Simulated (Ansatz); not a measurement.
# CoO (P3m1) in Ansatz: notebook

Runs on CoO. Level: PBE. Tasks: single point.

Everything below comes from runs of Ansatz 0.2.0. Logs are shortened: lines on timing, memory, paths and dates and some standing lists are left out, and cuts for length are marked.

## Step 1: The structure

It takes space group P6_3mc (No. 186, hexagonal). The conventional cell has a = 3.198 Å, b = 3.198 Å, c = 5.229 Å, α = 90.00°, β = 90.00°, γ = 120.00°. Around Co (site symmetry 3m) lie 4 O at 1.93 to 1.97 Å. O (site symmetry 3m) has 4 Co at 1.93 to 1.97 Å as nearest neighbours.

Measurements of this composition are mostly on another form, of space group No. 225.

## Step 2: Single point, PBE, collinear spin, random start

Contents of input.yaml:

```yaml
crystal:
  lattice:
    - [3.1976457435, 0.0, 0.0]
    - [-1.5988228718, 2.7692424462, 0.0]
    - [0.0, 0.0, 5.22870971]
  atoms:
    - { symbol: Co, position: [0.3333333333, 0.6666666667, 0.50336241], spin: 1.71 }
    - { symbol: Co, position: [0.0, 0.0, 0.00347414], spin: 1.24 }
    - { symbol: O, position: [0.3333333333, 0.6666666667, 0.8715556] }
    - { symbol: O, position: [0.0, 0.0, 0.37160885] }
hamiltonian:
  xc: pbe
  pseudopotentials: { kind: paw }
magnetization:
  spin_polarized: true
kpoints:
  mp_grid: { grid: [10, 10, 5] }
scf:
  occupations: { method: fermi_dirac, width: 0.05 }
output:
  forces: true
  stress: true
  eigenvalues: true
```

Potentials or basis: Ansatz PAW.

Started as:

```bash
$ ansatz run input.yaml --threads 2 --pin off --max-ram 5632MiB --backend cpu --events-out ev --progress --plain --runs-dir out
```

What it wrote:

```text
Warning: RAYON_NUM_THREADS=2 ignored (pool sized by the plan → 2); use --threads N
Engine: ansatz 0.2.0, x86_64-unknown-linux-gnu
Pseudopotentials: kind: paw
Pseudopotential: Co, paw, valence charge 17, recommended cutoff 420 eV (normal), Co.paw.azcp
Pseudopotential: O, paw, valence charge 6, recommended cutoff 420 eV (normal), O.paw.azcp
Functional definition: PBE
  parameter kappa = 0.804
  parameter beta = 0.06672455060314922
  exchange = pbe_x(kappa = kappa, mu = beta*pi^2/3)
  correlation = pbe_c(beta = beta)
Crystal: 4 atoms, lattice volume = 46.301 Å³
Basis set: ecut = 420 eV, 917 PW (Γ), exchange–correlation on 48×48×72 points (8 copies of the dense FFT grid, shifted against one another)
Bands: 30, of which v1, the nominal top of the filled ones, is band 23 counted from 1 (22 counted from 0)
Symmetry: 6 space group operations
Space group: P3m1 (ITA 156), of the structure as read, at distance tolerance 3.6e-5 Å
Magnetic group: BNS 156.49 (UNI 1279), of the structure as read, at distance tolerance 3.6e-5 Å
k-points: 58 of 500 (time reversal used)
Non-local potential: Co, projectors of the file, l = 0: 3, l = 1: 2, l = 2: 3, l = 3: 1
Non-local potential: O, projectors of the file, l = 0: 2, l = 1: 2, l = 2: 1
PAW form: soft (Blöchl's): semilocal exchange-correlation on the pseudo side does not see the compensation charge
PAW one-centre angular grid: Co, 590 points (default); XC on 64 Gauss nodes
PAW one-centre angular grid: O, 110 points (default); XC on 64 Gauss nodes
Initial density: superposition of atomic densities (chi_scale 0.1, normalization cell, long waves kept (reshape's long-wave potential 0.00 eV rms))
Starting moments: Σ|m| = 2.95 μB on 2 of 4 sites
Initial wavefunctions: pseudopotential atomic-orbital guess
Functional: x = pbe(κ = 0.804, μ = 0.2195149727645171), c = pbe(β = 0.06672455060314922)
SCF iter   1: F=—  HF=-11382.623244 eV  |F-HF|=—  |Δ(HF+E_count)|=         —  Δρ=1.46e-1 (↑1.46e-1 ↓6.41e-2)  dr2=1.05e1  dr2_m=2.16e0  M=4.287 μB ∫|m|=4.287 μB  β_m=0.30  ethr=3.10e-3  ⟨swp⟩=5.8  Hψ=12620  notcnv=0
Mixer restart at iter 1: flushing history
preconditioner: auto → Kerker (q_TF=auto, 2.725 Å⁻¹)  [metal: Δε(μ)=0.008 eV  Ē_g=9.652 eV  σ=0.050 eV  W_gap=0.04  n_scr=22 (ndim 8)  ℏωp=29.9 eV  f_vac=0.000  D(μ)=6.27/eV (n_scr^D=98)]
spin=Collinear: Kerker preconditioning applied to the charge; magnetization (m = ρ↑ − ρ↓) channel mixes plain (no charge-response kernel on spin).
SCF iter   2: F=—  HF=-11384.260849 eV  |F-HF|=—  |Δ(HF+E_count)|=    1.64e0  Δρ=1.14e-1 (↑1.14e-1 ↓8.53e-2)  dr2=1.48e0  dr2_m=3.94e0  M=5.369 μB ∫|m|=5.369 μB  β_m=0.54  ethr=3.10e-3  ⟨swp⟩=2.9  Hψ=8342  notcnv=0  defer=41
SCF iter   3: F=—  HF=-11384.677141 eV  |F-HF|=—  |Δ(HF+E_count)|=   4.16e-1  Δρ=5.53e-2 (↑5.53e-2 ↓5.40e-2)  dr2=4.35e-1  dr2_m=1.15e0  M=5.605 μB ∫|m|=5.605 μB  β_m=0.77  ethr=3.10e-3  ⟨swp⟩=2.0  Hψ=5277  notcnv=0  defer=68
SCF iter   4: F=—  HF=-11384.741670 eV  |F-HF|=—  |Δ(HF+E_count)|=   6.45e-2  Δρ=3.10e-2 (↑3.01e-2 ↓3.10e-2)  dr2=1.18e-1  dr2_m=3.66e-1  M=5.795 μB ∫|m|=5.796 μB  β_m=0.88  ethr=9.45e-4  ⟨swp⟩=2.3  Hψ=5294  notcnv=0  defer=71
SCF iter   5: F=—  HF=-11384.757934 eV  |F-HF|=—  |Δ(HF+E_count)|=         —  Δρ=1.11e-2 (↑3.42e-3 ↓1.11e-2)  dr2=3.12e-2  dr2_m=1.07e-2  M=5.823 μB ∫|m|=5.826 μB  β_m=0.88  ethr=2.56e-4  ⟨swp⟩=2.6  Hψ=6888  notcnv=0  defer=101
Mixer restart at iter 5: flushing history
SCF iter   6: F=—  HF=-11384.768200 eV  |F-HF|=—  |Δ(HF+E_count)|=   1.03e-2  Δρ=1.04e-2 (↑1.04e-2 ↓5.83e-3)  dr2=6.09e-2  dr2_m=3.32e-3  M=5.861 μB ∫|m|=5.863 μB  β_m=0.71  ethr=6.78e-5  ⟨swp⟩=2.5  Hψ=7045  notcnv=0  defer=105
SCF iter   7: F=—  HF=-11384.744717 eV  |F-HF|=—  |Δ(HF+E_count)|=   2.35e-2  Δρ=2.22e-3 (↑2.22e-3 ↓1.48e-3)  dr2=3.48e-3  dr2_m=8.97e-4  M=5.860 μB ∫|m|=5.863 μB  β_m=0.85  ethr=6.78e-5  ⟨swp⟩=2.0  Hψ=7588  notcnv=0  defer=106
SCF iter   8: F=—  HF=-11384.745609 eV  |F-HF|=—  |Δ(HF+E_count)|=   8.92e-4  Δρ=7.54e-4 (↑7.54e-4 ↓7.51e-4)  dr2=6.88e-4  dr2_m=2.17e-5  M=5.867 μB ∫|m|=5.869 μB  β_m=0.86  ethr=7.57e-6  ⟨swp⟩=2.1  Hψ=5132  notcnv=0  defer=106
SCF iter   9: F=—  HF=-11384.745930 eV  |F-HF|=—  |Δ(HF+E_count)|=   3.21e-4  Δρ=4.59e-4 (↑3.18e-4 ↓4.59e-4)  dr2=2.09e-4  dr2_m=1.04e-5  M=5.868 μB ∫|m|=5.871 μB  β_m=0.93  ethr=1.50e-6  ⟨swp⟩=2.2  Hψ=4958  notcnv=0  defer=106
[... 10 lines left out ...]
SCF iter  19: F=—  HF=-11384.899291 eV  |F-HF|=—  |Δ(HF+E_count)|=   2.41e-4  Δρ=1.27e-3 (↑1.27e-3 ↓1.25e-3)  dr2=1.48e-3  dr2_m=6.66e-5  M=0.001 μB ∫|m|=5.104 μB  β_m=0.91  ethr=3.55e-6  ⟨swp⟩=2.1  Hψ=5329  notcnv=0  defer=84
SCF iter  20: F=—  HF=-11384.899329 eV  |F-HF|=—  |Δ(HF+E_count)|=   3.78e-5  Δρ=4.16e-4 (↑2.32e-4 ↓4.16e-4)  dr2=1.18e-4  dr2_m=1.44e-5  M=0.001 μB ∫|m|=5.104 μB  β_m=0.96  ethr=3.22e-6  ⟨swp⟩=2.0  Hψ=4368  notcnv=0  defer=84
SCF iter  21: F=—  HF=-11384.899322 eV  |F-HF|=—  |Δ(HF+E_count)|=   7.69e-6  Δρ=1.94e-4 (↑1.94e-4 ↓1.83e-4)  dr2=3.86e-5  dr2_m=3.20e-6  M=-0.001 μB ∫|m|=5.104 μB  β_m=0.98  ethr=2.57e-7  ⟨swp⟩=2.0  Hψ=6039  notcnv=0  defer=84
SCF iter  22: F=—  HF=-11384.899329 eV  |F-HF|=—  |Δ(HF+E_count)|=   7.45e-6  Δρ=1.08e-4 (↑5.22e-5 ↓1.08e-4)  dr2=1.03e-5  dr2_m=5.88e-7  M=-0.001 μB ∫|m|=5.105 μB  β_m=0.99  ethr=8.39e-8  ⟨swp⟩=1.1  Hψ=3496  notcnv=0  defer=84
SCF iter  23: F=—  HF=-11384.899330 eV  |F-HF|=—  |Δ(HF+E_count)|=   5.18e-7  Δρ=2.46e-5 (↑2.46e-5 ↓2.02e-5)  dr2=1.27e-6  dr2_m=8.20e-9  M=-0.000 μB ∫|m|=5.104 μB  β_m=0.99  ethr=2.24e-8  ⟨swp⟩=2.0  Hψ=3925  notcnv=0  defer=84
SCF iter  24: F=—  HF=-11384.899330 eV  |F-HF|=—  |Δ(HF+E_count)|=   4.20e-8  Δρ=8.76e-6 (↑8.57e-6 ↓8.76e-6)  dr2=1.27e-7  dr2_m=3.68e-9  M=-0.000 μB ∫|m|=5.105 μB  β_m=1.00  ethr=2.75e-9  ⟨swp⟩=2.5  Hψ=5057  notcnv=0  defer=84
SCF iter  25: F=—  HF=-11384.899330 eV  |F-HF|=—  |Δ(HF+E_count)|=   2.06e-8  Δρ=1.06e-5 (↑7.01e-6 ↓1.06e-5)  dr2=1.16e-7  dr2_m=1.87e-9  M=-0.000 μB ∫|m|=5.105 μB  β_m=0.85  ethr=2.75e-10  ⟨swp⟩=2.0  Hψ=5356  notcnv=0  defer=84
SCF iter  26: F=-11384.899330 eV  HF=-11384.899330 eV  |F-HF|=5.46e-9  |Δ(HF+E_count)|=   9.05e-9  Δρ=2.69e-6 (↑2.69e-6 ↓1.50e-6)  dr2=1.05e-8  dr2_m=2.73e-10  M=-0.000 μB ∫|m|=5.105 μB  ethr=2.17e-10  ⟨swp⟩=5.1  Hψ=11902  notcnv=0
SCF 1 converged in 26 iterations: F = -11384.899330 eV  dr2 = 1.05e-8
WARN: the starting moments were not kept: 1 of 2 ended reversed and 1 kept their direction, counting a site from 0.1 μB. The largest reversed, site 1 (counted from 0, in the order of the report's site_moments_mub), started with +1.24 μB and closes at -2.1e0 μB in its sphere. The net magnetisation is 2.8e-4 μB in size, at most 0.1 of the 2.95 μB that the starting moments add up to as vectors. The SCF closed on another magnetic arrangement than the starting moments describe; that does not show which of the two is lower. To try another start: change the starting moments (crystal.atoms[].spin, magnetization.per_species, magnetization.initial_magnetization, or on a non-collinear deck that types none of these the spinor_matrix: blocks that start its atoms; where the total moment is fixed, keep their sum and leave initial_magnetization as it is; typed ones take the place of any that the run laid by itself, positive ones on a crystal's lanthanoids without a Hubbard term where scf.initial_density.shell_occupations: [] is typed); see also scf.mixing.spin_hold.
SCF converged after 26 iterations
Magnetization: -0.0003 μB (22.9999 up, 23.0001 down)
Absolute magnetization: 5.1045 μB (∫|ρ↑−ρ↓|, with the PAW one-centre terms)
Spin contamination: 2.5720 ħ² per cell (⟨S²⟩ above its minimum at these occupations)
Per-site moments (μB) at R_I (Å): [(2.1336413496945523, 0.7941348144299109), (-2.133605432449118, 0.7940086822655766), (-0.15408701791526416, 0.7941348144299109), (0.15396286666293704, 0.7940086822655766)]
Free energy (F): -11384.899330 eV
Harris-Foulkes:  -11384.899330 eV  (|F-HF|=5.46e-9)
Internal energy: -11384.887197 eV  (E = F + TS)
E sigma→0 (E₀):  -11384.893263 eV
Entropy (-TS):   -0.012132 eV (-3.033 meV/atom)
Fermi energy:    11.136739 eV
--- Per-component energies (eV) ---
  E_band       = -739.717244
  E_kinetic    = 1238.334048
  E_local      = -7801.262414  (includes V_loc(G=0)·N_el)
  E_nonlocal   = 1026.100027
  E_hartree    = 3221.531881
  E_xc         = -457.451829
  E_vxc        = -587.768321  (∫ρ·V_xc dr)
  E_paw        = -3353.827311  (= ΣΔE_a)
  E_vpaw       = -1058.187528  (= ΣTr[D̂ρ^β])
  E_aug_tail   = 0.005199  (compensation charges beyond the density's cutoff)
  E_ewald      = -5258.316798
  E_smearing   = -0.012132  (= −TS)
  E_closure    = 0.000000  (closes the sum)
  Σ components = -11384.899330   (vs F -11384.899330, Δ=0.00e0)
--- Forces (eV/Å), atoms counted from 1 ---
  atom   1  Co     0.00000000    -0.00000000     0.17275749
  atom   2  Co     0.00000000     0.00000000     0.16583296
  atom   3  O     -0.00000000     0.00000000    -0.16860264
  atom   4  O      0.00000000    -0.00000000    -0.16997864
  max |Σ_I F_I| component: 9.17e-6 eV/Å
--- Stress (GPa, compression-positive) ---
       -0.904359      -0.000000       0.000000
       -0.000000      -0.904359       0.000000
        0.000000       0.000000      -0.085266
  P = ⅓ Tr σ = -0.6313 GPa (-6.313 kbar)
--- Band table (eV; the first three rows and the last of 116) ---
  k-point 0 ↑: bands = ["-85.4630", "-82.7144", "-48.9151", "-48.6691", "-48.6691", "-46.1668", "-46.0126", "-46.0126", "-8.8590", "-8.1573", "4.1138", "5.1729", "5.1729", "5.2495", "6.1314", "6.1314", "8.9189", "8.9189", "9.3936", "10.0774", "10.0774", "11.0290", "11.0290", "11.2900", "12.7717", "13.2355", "13.2355", "16.6242", "18.3463", "24.7394"]
  k-point 1 ↑: bands = ["-85.4630", "-82.7144", "-48.9151", "-48.6691", "-48.6691", "-46.1668", "-46.0126", "-46.0126", "-8.8042", "-8.2148", "4.1411", "5.0847", "5.1728", "5.1728", "6.1120", "6.1120", "8.9529", "8.9529", "9.5036", "10.0903", "10.0903", "11.0404", "11.0404", "11.6248", "12.8388", "13.1938", "13.1938", "15.8544", "19.0968", "23.9065"]
  k-point 2 ↑: bands = ["-85.4630", "-82.7144", "-48.9151", "-48.6691", "-48.6691", "-46.1669", "-46.0126", "-46.0126", "-8.6796", "-8.3441", "4.2464", "4.7662", "5.1732", "5.1732", "6.0816", "6.0816", "9.0098", "9.0098", "9.7121", "10.1049", "10.1049", "11.0665", "11.0665", "12.0589", "13.1230", "13.1230", "13.3473", "14.6147", "20.4059", "22.0600"]
  k-point 57 ↓: bands = ["-85.4620", "-82.7131", "-48.9145", "-48.6810", "-48.6774", "-46.1644", "-46.0274", "-46.0230", "-8.1920", "-7.9157", "4.5205", "4.6470", "4.9242", "5.2681", "5.8372", "6.1948", "8.1842", "8.8711", "9.3409", "9.5471", "9.7649", "10.5022", "10.7456", "11.2439", "12.0538", "12.2592", "17.8239", "18.4077", "19.2712", "19.5819"]
```

It took 25 s on 2 threads of Intel Xeon Platinum 8259CL at 2.50GHz (Skylake/Cascade Lake), shared host; peak memory 0.51 GiB.

Results:

* Free energy: -11384.8993 eV
* Pressure: -0.6 GPa
* Largest force: 0.173 eV/Å
* Net moment: 0.00 μB per cell
* Absolute moment: 5.10 μB per cell
* Site moments: Co +2.13, -2.13; O -0.15, +0.15 μB

Forces on the atoms (eV/Å):
```
Co   0.000  0.000  0.173
Co   0.000  0.000  0.166
O    0.000  0.000 -0.169
O    0.000  0.000 -0.170
```

Stress tensor (GPa, compression positive):
```
-0.90  0.00  0.00
 0.00 -0.90  0.00
 0.00  0.00 -0.09
```

Levels at points of the mesh, in eV from the Fermi level:
Spin up:
| k point | band 21 | band 22 | band 23 | band 24 | band 25 | band 26 |
| --- | --- | --- | --- | --- | --- | --- |
| (0.00, 0.00, 0.00) | -1.06 | -0.11 | -0.11 | 0.15 | 1.63 | 2.10 |
| (0.00, -0.50, 0.00) | -1.45 | -0.39 | -0.14 | 0.08 | 0.83 | 1.35 |
Spin down:
| k point | band 20 | band 21 | band 22 | band 23 | band 24 | band 25 | band 26 | band 27 |
| --- | --- | --- | --- | --- | --- | --- | --- | --- |
| (0.00, 0.00, 0.00) | -1.06 | -1.06 | -0.11 | -0.11 | 0.15 | 1.64 | 2.10 | 2.10 |
| (0.00, -0.50, 0.00) | -1.86 | -1.45 | -0.39 | -0.14 | 0.08 | 0.83 | 1.35 | 5.72 |

Caveat: the pressure holds a Pulay correction of +0.7 GPa for the finite cutoff; the starting moments weren't kept.

## Step 3: Single point, PBE, non-collinear spin, random start

Contents of input.yaml:

```yaml
crystal:
  lattice:
    - [3.1976457435, 0.0, 0.0]
    - [-1.5988228718, 2.7692424462, 0.0]
    - [0.0, 0.0, 5.22870971]
  atoms:
    - { symbol: Co, position: [0.3333333333, 0.6666666667, 0.50336241], spin: 1.71, spin_axis: [-1.526, -0.711, 0.298] }
    - { symbol: Co, position: [0.0, 0.0, 0.00347414], spin: 1.24, spin_axis: [0.733, -0.995, -0.104] }
    - { symbol: O, position: [0.3333333333, 0.6666666667, 0.8715556] }
    - { symbol: O, position: [0.0, 0.0, 0.37160885] }
hamiltonian:
  xc: pbe
  pseudopotentials: { kind: paw }
magnetization:
  noncollinear: true
  spin_orbit: false
kpoints:
  mp_grid: { grid: [7, 7, 4] }
scf:
  occupations: { method: fermi_dirac, width: 0.05 }
output:
  forces: true
  stress: true
  eigenvalues: true
```

Potentials or basis: Ansatz PAW.

Started as:

```bash
$ ansatz run input.yaml --threads 2 --pin off --max-ram 5632MiB --backend cpu --events-out ev --progress --plain --runs-dir out
```

Run time: 28 s. Hardware: 2 threads of Intel Xeon Platinum 8259CL at 2.50GHz (Skylake/Cascade Lake), shared host; peak memory 0.49 GiB.

The run converged. Its results:

* Free energy: -11384.8993 eV
* Pressure: -0.7 GPa
* Largest force: 0.170 eV/Å
* Net moment: 0.00 μB per cell
* Absolute moment: 5.10 μB per cell

Forces in eV/Å, atoms in the order of the input:
```
Co   0.000  0.000  0.170
Co   0.000  0.000  0.163
O    0.000  0.000 -0.166
O    0.000  0.000 -0.167
```

Stress tensor (GPa, compression positive):
```
-0.97  0.00  0.00
 0.00 -0.97  0.00
 0.00  0.00 -0.08
```

Levels at points of the mesh, in eV from the Fermi level:
```csv
k point,band 42,band 43,band 44,band 45,band 46,band 47,band 48,band 49,band 50,band 51
"(0.00, 0.00, 0.00)",-1.05,-0.10,-0.10,-0.10,-0.10,0.16,0.16,1.64,1.64,2.10
"(0.00, 0.00, -0.50)",-1.03,-0.06,-0.06,-0.06,-0.06,0.97,0.97,1.98,1.98,1.98
```

Moments on the atoms (μB; x, y, z):
```
Co  -2.15  0.45  0.38
Co   2.15 -0.45 -0.38
O    0.29 -0.06 -0.05
O   -0.29  0.06  0.05
```

Caveat: the pressure holds a Pulay correction of +0.7 GPa for the finite cutoff; the starting moments weren't kept.
